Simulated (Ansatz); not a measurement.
**Ag: do energies and stresses tell the same story?**

Theory: DFT PBEsol, scalar-relativistic, plane waves, PAW (Ansatz).

Settings: cutoff 420 eV, Γ-centred mesh 18×18×18 on the computed 1-atom cell, Gaussian smearing of 0.10 eV; no spin polarisation.

Relaxed cell: Fm-3m, a = 4.054 Å, b = 4.054 Å, c = 4.054 Å, α = 90.00°, β = 90.00°, γ = 90.00°, 1 atom in the primitive cell.

Energies at zero smearing and pressures from the stress tensor, at volumes with shape and atoms relaxed:
```csv
V (Å³/atom),E − E(first) (meV/atom),P (GPa)
15.662,0.00,8.84
16.162,-19.77,3.99
16.662,-25.78,0.00
17.162,-20.54,-3.25
17.662,-6.09,-5.91
```

Task: Check P = −dE/dV between neighbouring volumes, and get the bulk modulus from the pressures alone.

Result: With 1 eV/Å³ = 160.2 GPa:
```tsv
middle V (Å³/atom)	−ΔE/ΔV (GPa)	mean P (GPa)
15.912	6.336	6.411
16.412	1.928	1.995
16.912	-1.682	-1.624
17.412	-4.632	-4.581
```

The two differ by 0.08 GPa at most. The mean of two end pressures misses the average over a step by about ΔV² P″/12, up to 0.08 GPa here; with that taken off 0.01 GPa remains. Around V = 16.662 Å³/atom, the two neighbours give B = −V ΔP/ΔV = 16.662 × 7.24 / 1.000 = 120.6 GPa, against B0 = 119.9 GPa from the Birch–Murnaghan fit of the energies.